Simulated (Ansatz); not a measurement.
Theory: Ansatz 0.2.0, DFT PBE, scalar-relativistic, plane waves, PAW. Several structures of Be7S were relaxed, and the powder pattern of one of them was computed from 10° to 70° in 2θ (λ = 1.5406 Å; lines under 1 % are left out).

Cu Kα1 powder pattern (kinematic, no thermal factors).
2θ (°) (relative intensity): 13.04 (74), 26.25 (48), 26.40 (76), 29.55 (100), 33.90 (52), 36.46 (56), 37.57 (63), 39.83 (30), 41.16 (9), 43.36 (25), 48.41 (19), 49.48 (68), 53.27 (48), 54.02 (18), 56.14 (54), 56.23 (8), 57.99 (27), 61.10 (12), 61.33 (25), 63.08 (13), 65.32 (5), 66.33 (6), 67.94 (6), 69.46 (7)

**Question.** Which structure gives it?
A.

```
Be S
1.0
     3.58822    0.00000    0.00000
     0.09150    4.50825    0.00000
     1.76633    0.36443    4.98475
Be S
7 1
Direct
  0.46979 0.57505 0.94325
  0.91164 0.79440 0.05205
  0.65834 0.74811 0.52766
  0.06848 0.50814 0.70918
  0.87946 0.28877 0.11074
  0.27551 0.85936 0.28272
  0.48803 0.08142 0.88109
  0.45009 0.18935 0.48435
```

B.

```
Be S
1.0
     3.53651    0.00000    0.00000
    -1.76825    3.06271    0.00000
     0.00000    0.00000    8.20154
Be S
7 1
Direct
  0.33333 0.66667 0.86439
  0.66667 0.33333 0.86439
  0.66667 0.33333 0.13561
  0.33333 0.66667 0.13561
  0.00000 0.00000 0.00000
  0.00000 0.00000 0.26463
  0.00000 0.00000 0.73537
  0.00000 0.00000 0.50000
```

C.

```
Be S
1.0
     6.78501    0.00000    0.00000
     0.00000    2.19126    2.64255
     0.00000   -2.19126    2.64255
Be S
7 1
Direct
  0.50000 0.76304 0.76304
  0.50000 0.22028 0.22028
  0.69995 0.73277 0.25109
  0.30005 0.73277 0.25109
  0.30005 0.25109 0.73277
  0.69995 0.25109 0.73277
  0.00000 0.57635 0.57635
  0.00000 0.97254 0.97254
```

D.

```
Be S
1.0
     4.08563    0.00000    0.00000
    -2.04282    3.53826    0.00000
     0.00000    0.00000    7.29676
Be S
7 1
Direct
  0.33333 0.66667 0.64345
  0.33333 0.66667 0.35655
  0.83337 0.16663 0.50000
  0.83337 0.66675 0.50000
  0.33325 0.16663 0.50000
  0.00000 0.00000 0.74290
  0.00000 0.00000 0.25710
  0.00000 0.00000 0.00000
```

**Answer.** C. Its strongest line, at 2θ = 29.55°, has d = λ/(2 sin θ) = 3.021 Å and is the (1 1 1) reflection of the conventional Amm2 cell with a = 6.785 Å, b = 4.383 Å, c = 5.285 Å. The others have their strongest lines at 26.3° (A); 31.1° (B); 25.1° (D).

The cells needn't be stable.
